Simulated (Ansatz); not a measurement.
Crystal: Pd.

```xyz
1
Lattice="0.0000 1.9465 1.9465 1.9465 0.0000 1.9465 1.9465 1.9465 0.0000" Properties=species:S:1:pos:R:3 pbc="T T T"
Pd    0.0000    0.0000    0.0000
```

Base run:

* Program: Ansatz 0.2.0
* Functional: r2SCAN
* Potentials or basis: Ansatz PAW
* Cutoff: 500 eV (not typed: the program's choice for these potentials)
* k mesh: 12 × 12 × 12
* Occupations: fermi-dirac, width 0.05 eV
* Spin: no spin polarisation

Its results: band gap on the k mesh none (metal or under the smearing width); pressure 2.1 GPa.

**Question.** After a change of settings the same cell gave: band gap on the k mesh none (metal or under the smearing width); pressure 19.4 GPa. Which change was it?
A. k mesh from 12 × 12 × 12 to 9 × 9 × 9; spin from no spin polarisation to spin-orbit coupling, no magnetisation; potential files from those of the base run to others of the same set
B. functional from r2SCAN to HF; cutoff from 500 eV (not typed: the program's choice for these potentials) to 420 eV (not typed: the program's choice for these potentials); k mesh from 12 × 12 × 12 to 6 × 6 × 6
C. functional from r2SCAN to RPBE; cutoff from 500 eV (not typed: the program's choice for these potentials) to 420 eV (not typed: the program's choice for these potentials)
D. functional from r2SCAN to revPBE; cutoff from 500 eV (not typed: the program's choice for these potentials) to 420 eV (not typed: the program's choice for these potentials)

**Answer.** B.

Caveats: some runs use coarse meshes; the PAW data sets come from PBE, with cores solved anew for the run's functional, which leaves a small shift of forces and pressure; so large a pressure means that the cell lies far from this level's equilibrium, or that cutoff or potentials fall short (some runs); the thresholds are loose for stress (some runs).

Runs at the PBE level aren't shown here.
